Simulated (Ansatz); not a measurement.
Be:

```
CELL_PARAMETERS angstrom
2.23274 0.00000 0.00000
0.00000 2.23274 0.00000
0.00000 0.00000 2.06565
ATOMIC_POSITIONS crystal
Be 0.50000 0.50000 0.00000
```

The cell was built by a generator and needn't be a form met in nature.

A run of Ansatz 0.2.0 on this cell left the log below. Logs are shortened: lines on timing, memory, paths and dates and some standing lists are left out, and cuts for length are marked.

```text
Warning: RAYON_NUM_THREADS=2 ignored (pool sized by the plan → 2); use --threads N
Engine: ansatz 0.2.0, aarch64-unknown-linux-gnu
Pseudopotentials: kind: paw
Pseudopotential: Be, paw, valence charge 2, recommended cutoff 420 eV (normal), Be.paw.azcp
Functional definition: PBE
  parameter kappa = 0.804
  parameter beta = 0.06672455060314922
  exchange = pbe_x(kappa = kappa, mu = beta*pi^2/3)
  correlation = pbe_c(beta = beta)
Crystal: 1 atoms, lattice volume = 10.298 Å³
Basis set: ecut = 420 eV, 195 PW (Γ), exchange–correlation on 30×30×30 points (8 copies of the dense FFT grid, shifted against one another)
Bands: 5, of which v1, the nominal top of the filled ones, is band 1 counted from 1 (0 counted from 0)
Symmetry: 16 space group operations
Space group: P4/mmm (ITA 123), of the structure as read, at distance tolerance 2.2e-5 Å
k-points: 196 of 1872
Non-local potential: Be, projectors of the file, l = 0: 2, l = 1: 2, l = 2: 1
PAW form: soft (Blöchl's): semilocal exchange-correlation on the pseudo side does not see the compensation charge
PAW one-centre angular grid: Be, 110 points (default); XC on 64 Gauss nodes
Initial density: superposition of atomic densities (neutral atoms: chi_scale 0, normalization atom), corrected by the library's trained network
Initial wavefunctions: pseudopotential atomic-orbital guess
Functional: x = pbe(κ = 0.804, μ = 0.2195149727645171), c = pbe(β = 0.06672455060314922)
SCF iter   1: F=—  HF=-91.758332 eV  |F-HF|=—  |Δ(HF+E_count)|=         —  Δρ=2.54e-3  dr2=6.58e-4  ethr=1.77e-3  ⟨swp⟩=4.9  Hψ=9521  notcnv=0
preconditioner: auto → none  [metal: Δε(μ)=0.085 eV  Ē_g=15.454 eV  σ=0.050 eV  W_gap=0.38  n_scr=0 (ndim 8)  ℏωp=16.4 eV  f_vac=0.000  D(μ)=0.45/eV (n_scr^D=0)]
SCF iter   2: F=—  HF=-91.758259 eV  |F-HF|=—  |Δ(HF+E_count)|=   7.26e-5  Δρ=1.07e-3  dr2=1.14e-4  ethr=3.29e-5  ⟨swp⟩=1.0  Hψ=2555  notcnv=0
SCF iter   3: F=—  HF=-91.758244 eV  |F-HF|=—  |Δ(HF+E_count)|=   1.58e-5  Δρ=3.98e-5  dr2=5.28e-8  ethr=5.71e-6  ⟨swp⟩=1.0  Hψ=1230  notcnv=0
SCF iter   4: F=—  HF=-91.758138 eV  |F-HF|=—  |Δ(HF+E_count)|=   1.05e-4  Δρ=3.82e-6  dr2=7.58e-10  ethr=2.64e-9  ⟨swp⟩=3.7  Hψ=3498  notcnv=0
iter 5 did not close the SCF: its close was put off for the readings that it lacked (scf_convergence_deferred on its scf_iter line)
[... 54 lines left out ...]
SCF iter   1: F=—  HF=-91.725368 eV  |F-HF|=—  |Δ(HF+E_count)|=         —  Δρ=2.33e-6  dr2=3.21e-10  ethr=3.09e-10  ⟨swp⟩=3.1  Hψ=12632  notcnv=0
SCF iter   2: F=-91.725345 eV  HF=-91.725345 eV  |F-HF|=1.37e-11  |Δ(HF+E_count)|=   2.27e-5  Δρ=5.43e-7  dr2=9.60e-12  ethr=1.00e-12  ⟨swp⟩=3.4  Hψ=3386  notcnv=0
SCF 7 converged in 2 iterations: F = -91.725345 eV  dr2 = 9.60e-12
relax step   7: F+E_penalty+E_count = -91.72534534 eV  Δ(F+E_penalty+E_count) = +7.661e-7 eV  max|allowed force component| = 0.000e0 eV/Å  Δτ_max = 0.0000 Å  P = +10.003 GPa  Ω = 9.187 Å³  stress off target by 4.00e-2 GPa  SCF on the basis re-selected at this cell (its energy is not comparable with the rows above)  (2 SCF iters)
basis re-selected at this cell: Δ(F+E_penalty+E_count) = +7.661e-7 eV, ΔP = -0.000 GPa vs the last step (what re-selecting the basis moved, of the pressure what is left beyond the Pulay correction that the steps carried, after the strain that the cell walked since its last selection, with what the two solves' SCF thresholds leave and, on support functions, any second-order correction that the steps lacked; it is no measure of the basis error at this ecutwfc). This SCF's stress stands 4.00e-2 GPa from its target on what of the cell is left free (relax.cell.stress_tol is 5.00e-2 GPa) and its largest allowed force component is 0.00e0 eV/Å (relax.f_tol is 1.00e-2 eV/Å): within both
SCF converged after 2 iterations
Free energy (F): -91.725345 eV
Harris-Foulkes:  -91.725345 eV  (|F-HF|=1.37e-11)
Internal energy: -91.722499 eV  (E = F + TS)
E sigma→0 (E₀):  -91.723922 eV
Entropy (-TS):   -0.002846 eV (-2.846 meV/atom)
Fermi energy:    6.503091 eV
--- Per-component energies (eV) ---
  E_band       = 4.632570
  E_kinetic    = 19.538913
  E_local      = 1.121446  (includes V_loc(G=0)·N_el)
  E_nonlocal   = 5.304021
  E_hartree    = 0.082167
  E_xc         = -19.133208
  E_vxc        = -19.961641  (∫ρ·V_xc dr)
  E_paw        = -59.680040  (= ΣΔE_a)
  E_vpaw       = -1.534502  (= ΣTr[D̂ρ^β])
  E_aug_tail   = -0.000001  (compensation charges beyond the density's cutoff)
  E_ewald      = -38.955796
  E_smearing   = -0.002846  (= −TS)
  E_closure    = -0.000000  (closes the sum)
  Σ components = -91.725345   (vs F -91.725345, Δ=0.00e0)
--- Forces (eV/Å), atoms counted from 1 ---
  atom   1  Be     0.00000000     0.00000000     0.00000000
  max |Σ_I F_I| component: 3.94e-31 eV/Å
--- Stress (GPa, compression-positive) ---
        9.984880       0.000000       0.000000
        0.000000       9.984880       0.000000
        0.000000       0.000000      10.040042
  P = ⅓ Tr σ = 10.0033 GPa (100.033 kbar)
--- Band table (eV; the first three rows and the last of 196) ---
  k-point 0: bands = ["-3.7208", "20.0239", "20.0239", "23.7630", "25.7815"]
  k-point 1: bands = ["-3.5541", "20.2090", "20.2090", "21.2308", "25.9967"]
  k-point 2: bands = ["-3.0564", "17.5595", "20.7548", "20.7548", "26.6405"]
  k-point 195: bands = ["11.6200", "12.6361", "12.6361", "20.4617", "20.6885"]
--- Relaxed structure (5 steps of the walk, 5 accepted, 2 SCFs on fresh bases) ---
  F+E_penalty+E_count = -91.72534534 eV   max|allowed force component| = 0.000e0 eV/Å   (the final SCF, on the basis selected at the relaxed cell)
  cell:  # Å, volume = 9.1867 Å³
    - [2.1417633466004875, 1.976518836080845e-34, 0.0]
    - [1.976518836080845e-34, 2.1417633466004875, 0.0]
    - [0.0, 0.0, 2.0027103701962625]
  atoms:
    - { symbol: Be, position: [0.49999999999999994, 0.49999999999999994, 0.0] }
```

**Question.** What input gives this log?

**Answer.** Relaxation of cell and atoms with PBE, no spin polarisation. The files as run (others can give the same):

input.yaml
```yaml
crystal:
  lattice:
    - [2.23274, 0.0, 0.0]
    - [0.0, 2.23274, 0.0]
    - [0.0, 0.0, 2.06565]
  atoms:
    - { symbol: Be, position: [0.5, 0.5, 0.0] }
hamiltonian:
  xc: pbe
  pseudopotentials: { kind: paw }
kpoints:
  mp_grid: { grid: [12, 12, 13] }
scf:
  occupations: { method: fermi_dirac, width: 0.05 }
output:
  forces: true
  stress: true
  eigenvalues: true
  write_density: true
  write_potential: true
  elf: true
  volumetric_format: npy
relax:
  f_tol: 0.01
  max_steps: 40
  cell: { stress_tol: 0.05, p_target: 10.0 }
```

Potentials or basis: Ansatz PAW.
Run with:
```console
$ ansatz run input.yaml --threads 2 --pin off --max-ram 5632MiB --backend cpu --events-out ev --progress --plain --runs-dir out
```

Caveat: the plane-wave basis is chosen anew once the cell has moved, so the energies of steps on either side of that aren't comparable.
